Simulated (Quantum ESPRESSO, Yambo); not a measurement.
# KBr (Fm-3m): G0W0 with and without spin-orbit coupling, part 2 of 2

Is the spin-orbit change of the gap of KBr (Fm-3m) the same in DFT and in GW?

Quantum ESPRESSO 7.5 and Yambo 5.3.0; PBE and many-body steps on it, plane waves. Known limits of the many-body steps: not at the basis limit; no spin-orbit coupling in some runs.

So far. Step 4 (Scalar-relativistic): The gap on the mesh goes from 4.44 eV to 7.67 eV, a correction of +3.24 eV. Step 5 (Empty states on the mesh, 4×4×4 mesh, 270 bands): On this mesh the gap is 4.275 eV.

### 6. Conversion and set-up

This step: Yambo 5.3.0; conversion and set-up on PBE with spin-orbit coupling, plane waves, norm-conserving pseudopotentials.

On the command line:

```bash
$ (cd o/x.save; p2y > p2y.log; mv SAVE ../..); yambo > setup.log
```

The log of the run:

```text
 Yambo, version 5.3.0

 [02] CORE Variables Setup
 =========================

  [02.01] Unit cells
  ==================

  Cell kind             :  FCC
  Atoms in the cell     :  K  Br
  number of K  atoms    :  1
  number of Br atoms    :  1

  List of atomic masses
  Mass of K     :  39.09800
  Mass of Br    :  79.90400

  List of atomic coordinates    : [cc]
  K1       :  0.000000  0.000000  0.000000  order 1
  Br1       :  6.236096  6.236096  6.236096  order 2

  Alat factors          :  6.236096  6.236096  6.236096 [a.u.]
  Direct lattice volume :  485.0298 [a.u.]
[...]
==========================================

 IBZ Q-points                                      :   8
 BZ  Q-points                                      :   64

 K/Q-points units:
 rlu = crystal or reduced units; cc = cartesian coordinates; iku = interal k-units

 Q [1]          [rlu]:  0.000000  0.000000  0.000000
 Q [2]          [rlu]: -0.15345E-16  0.40166E-16  0.25000
 Q [3]          [rlu]:  0.30690E-16 -0.80332E-16 -0.50000
[...]
Q [7]          [rlu]:  0.92343E-17 -0.50000     -0.50000
 Q [8]          [rlu]:  0.250000 -0.500000 -0.250000

  [03.01] X indexes
  =================

   [03.01.01] Sigma indexes
   ========================

 [06] Game Over & Game summary
```

The job ended after 3.9 s (1 MPI rank of Arm Neoverse V1, shared host; peak memory 0.26 GiB).

### 7. With spin-orbit coupling

This step: G0W0 on PBE with spin-orbit coupling, plane waves, norm-conserving pseudopotentials.

gw4.in

```
HF_and_locXC
gw0
dyson
ppa
em1d
rim_cut
RandQpts= 1000000
RandGvec= 1 RL
EXXRLvcs= 76 Ry
VXCRLvcs= 304 Ry
Chimod= "HARTREE"
% BndsRnXp
 1 | 270 |
%
NGsBlkXp= 11.5 Ry
% LongDrXp
 1 | 1 | 1 |
%
% GbndRnge
 1 | 270 |
%
DysSolver= "n"
ExtendOut
PPAPntXp= 27.21138 eV
% QPkrange
 1 | 1 | 23 | 30 |
%
```

On the command line:

```bash
$ OMP_NUM_THREADS=2 mpirun -n 2 yambo -F gw4.in -J gw4 -C gw4 > gw4.log
```

The log of the run:

```text
 Yambo, version 5.3.0

 [02] CORE Variables Setup
 =========================

  [... cell, symmetries and grids as in the set-up ...]

  [02.05] Energies & Occupations
  ==============================

  [X] === General ===
  [X] Electronic Temperature                        :  0.000000  0.000000 [eV K]
  [X] Bosonic    Temperature                        :  0.000000  0.000000 [eV K]
  [X] Finite Temperature mode                       : no
  [X] El. density                                   :  0.36174E+24 [cm-3]
  [X] Fermi Level                                   :  2.248353 [eV]

  [X] === Gaps and Widths ===
  [X] Conduction Band Min                           :  4.275038 [eV]
  [X] Valence Band Max                              :  0.000000 [eV]
  [X] Filled Bands                                  :  26
  [X] Empty Bands                                   :   27  270
  [X] Direct Gap                                    :  4.275038 [eV]
  [X] Direct Gap localized at k                     :  1
  [X] Indirect Gap                                  :  4.275038 [eV]
  [X] Indirect Gap between kpts                     :  1  1
  [X] Last valence band width                       :  0.573641 [eV]
  [X] 1st conduction band width                     :  2.927317 [eV]

 [03] Transferred momenta grid and indexing
 ==========================================

 IBZ Q-points                                      :   8
 BZ  Q-points                                      :   64

 K/Q-points units:
 rlu = crystal or reduced units; cc = cartesian coordinates; iku = interal k-units

 Q [1]          [rlu]:  0.000000  0.000000  0.000000
 Q [2]          [rlu]: -0.15345E-16  0.40166E-16  0.25000
 Q [3]          [rlu]:  0.30690E-16 -0.80332E-16 -0.50000
[...]
[EXS] Plane waves :   5577

 QP @ state[ 1 ] K range:  1  1
 QP @ state[ 1 ] b range:  23  30

 [xc] Functional : Perdew, Burke & Ernzerhof(X)+Perdew, Burke & Ernzerhof(C)
 [xc] LIBXC used to calculate xc functional
  PP Number of Atomic Species                      :  2
  NLCC RL compoments                               :   43599
  PP Number of Atomic Species                      :  2
  NLCC RL compoments                               :   43599

 [xc] E_xc :  -16.87197 [Ha]
      E_xc :  -33.74393 [Ry]

  Local XC kind (lXC) : Perdew, Burke & Ernzerhof(X)+Perdew, Burke & Ernzerhof(C)
  Non-Local XC kind (nlXC) : Hartree-Fock

  Corrections @ K [1] :  [eV]
 <23|nlXC|23> = -19.36269 -0.53382E-17 <23|lXC|23> = -14.25326 -0.340483E-8
 <24|nlXC|24> = -19.36272  0.14974E-16 <24|lXC|24> = -14.25326 -0.84029E-09
 <25|nlXC|25> = -19.36275 -0.13086E-17 <25|lXC|25> = -14.25326 -0.216436E-8
[...]
<29|nlXC|29> = -3.762324 -0.18121E-18 <29|lXC|29> = -8.485177 -0.50632E-09
 <30|nlXC|30> = -3.762219  0.10950E-17 <30|lXC|30> = -8.485178 -0.188834E-8

 [08] Dyson equation: Newton solver
 ==================================

  [08.01] G0W0 (W PPA)
  ====================

  [  GW  ] Bands range     :    1  270
  [GW/PPA] G damping       :  0.100000 [eV]

  QP @ state[ 1 ] K range:  1  1
  QP @ state[ 1 ] b range:  23  30

   Sc/G bands                                       :    1  270
   Sc/G damping                                     :  0.100000 ev
   Sc bands terminator                              : no
   Sx RL components                                 :   5577

   QP @ state[ 1 ] K range                          :  1  1
   QP @ state[ 1 ] b range                          :  23  30
   GF energies kind                                 : Perdew, Burke & Ernzerhof(X)+Perdew, Burke & Ernzerhof(C)
   GF WF`s kind                                     : Perdew, Burke & Ernzerhof(X)+Perdew, Burke & Ernzerhof(C)
   Xs energies kind                                 : Perdew, Burke & Ernzerhof(X)+Perdew, Burke & Ernzerhof(C)
   Xs WF`s kind                                     : Perdew, Burke & Ernzerhof(X)+Perdew, Burke & Ernzerhof(C)

 [11] Game Over & Game summary
```

Elapsed: 14 min, on 2 MPI ranks; peak memory 2 GiB; 46 min of CPU time.

Numbers from this step:

```yaml
g0w0_gap_on_the_points_computed: 7.489 eV
starting_gap_on_the_mesh: 4.275 eV
k_of_the_valence_top: 0, 0, 0
k_of_the_conduction_bottom: 0, 0, 0
least_direct_g0w0_gap_on_the_computed_points: 7.489 eV
z_at_the_valence_top: 0.8295
z_at_the_conduction_bottom: 0.8737
```

Against G0W0 in Yambo (4×4×4 mesh, 135 bands, screening to 156.5 eV, Godby-Needs plasmon pole), the gap moves by −0.184 eV.

### 8. Side by side

Times are wall times on the hardware named with each run, good to a factor of about two.

| run | mesh | bands | screening cutoff (eV) | DFT gap (eV) | gap on the mesh (eV) | direct (eV) | time |
| --- | --- | --- | --- | --- | --- | --- | --- |
| scalar-relativistic | 4×4×4 | 135 | 156.5 | 4.436 | 7.673 | 7.673 | 2.4 min |
| with spin-orbit coupling | 4×4×4 | 270 | 156.5 | 4.275 | 7.489 | 7.489 | 14 min |

### 9. Summary of results

| Property | Result |
| --- | --- |
| scalar-relativistic | 7.673 eV |
| with spin-orbit coupling | 7.489 eV |
| known limits | not at the basis limit; no spin-orbit coupling in some runs |

In words: With spin-orbit coupling: −0.184 eV against scalar-relativistic, −0.161 eV of it in the start. Bands and cutoff are finite, so the gap is not at the basis limit. The miss can reach some tenths of an eV and take either sign; the mesh is an error of its own. In the G0W0 runs levels were corrected at 1 k point alone, so a gap called «on the mesh» is the least over those, and an edge elsewhere would be missed.

[Paths, hosts, dates, memory and timing lines, banners, echoed tables and standing remarks are left out of the program output.]

[Logs are printed without paths, hosts, clocks, repeated set-up lines and the standing remarks that a program may print on its own settings, such as how far it seeks lower states.]

[Runs of the session that timed out or met a known fault of the program may be left out.]

[Hosts, paths, dates, database ids (printed as entryN), source tags and the programs' standing remarks are cut or masked in the printed files.]
